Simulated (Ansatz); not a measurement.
Reading a calculation: AlP

**What was measured.** A printed reference work, textbook reports, for a bulk crystal of AlP at 298 K: lattice constant a 5.4635 ± 0.0004 Å.

A printed reference work, data compilation reports, for a bulk crystal of AlP at 4.2 K: band gap 2.505 eV (indirect).

The computed numbers are results of PBE, scalar-relativistic (no spin polarisation) in the plane-wave PAW code Ansatz at 420 eV, 10×10×10 k-mesh, Gaussian smearing of 0.05 eV; PAW files: Ansatz's generated set soft_2.

The chain of runs began from a cell as deposited in COD, expanded in volume. Of that entry: the entry's cell lengths or inner coordinates differ somewhat from later room-temperature determinations.

The relaxed structure (symmetry read at 0.01 Å). Symmetry: F-43m, No. 216, cubic system. Conventional cell: a = 5.508 Å, b = 5.508 Å, c = 5.508 Å, α = 90.00°, β = 90.00°, γ = 90.00°. Around Al (site symmetry -43m) lie 4 P at 2.38 Å. P (site symmetry -43m) is surrounded by 4 Al at 2.38 Å. (Neighbours are counted to 15 % beyond the shortest distance.)

Results at this level of theory:

```
Volume                                                : 20.89 Å³/atom
Band gap                                              : 1.63 eV
Smallest direct gap                                   : 3.09 eV
Bader charges                                         : Al 2.09; P -2.09 e
Formation energy from the elements (0 K, uncorrected) : -0.64 eV/atom
Bulk modulus (Birch–Murnaghan)                        : 83 GPa
Pressure derivative B0′                               : 4.1
```

Formal charges Al³⁺, P³⁻ balance and leave closed shells on every ion, so a band insulator is expected, and the gap is 1.63 eV.

It is indirect: 1.63 eV, against 3.09 eV for the smallest direct gap. Within 0.6 eV of the edges the projected states are 85 % P 3p at the top of the valence band and 65 % Al 3p at the bottom of the conduction band. Crossing the gap moves an electron from the anion's filled p shell to the metal's empty orbitals, as in polar semiconductors.

How ionic is it?

Bader charges against formal ones: Al +2.09 (+3), P −2.09 (−3). The cations give up 70 % of the formal charge; Bader charges stay under formal ones because the anions' density reaches into the cations' basins.

How stiff is it, in energy terms?

B0·V0 = 82.7 GPa × 20.88 Å³ = 10.78 eV/atom sets the scale: near the minimum ΔE ≈ ½ B0 V0 x², with x = V/V0 − 1, and a pressure of 0.8 GPa squeezes the volume by about 1 %. At the ends of the curve: x = −4.0 % predicts 8.6 meV/atom and the run gives 9.2; x = +4.0 % predicts 8.6 meV/atom and the run gives 8.1. Compression costs more and expansion less than the parabola says, since the crystal stiffens as it shrinks; B0′ measures that.

**Against experiment.** Against the measured lattice constant a of AlP, 5.4635 Å (298 K; a printed reference work, textbook), the calculated 5.508 Å is off by +0.8 %. The calculation is for a static lattice, without zero-point motion or thermal expansion. Measured gap of AlP: 2.505 eV (indirect; 4.2 K; a printed reference work, data compilation). This calculation gives 1.63 eV (-0.87 eV). Kohn–Sham gaps of semilocal functionals mostly fall below measured ones. Temperature and excitons aren't in the calculation.

Semilocal functionals underestimate band gaps, commonly by a third or more.
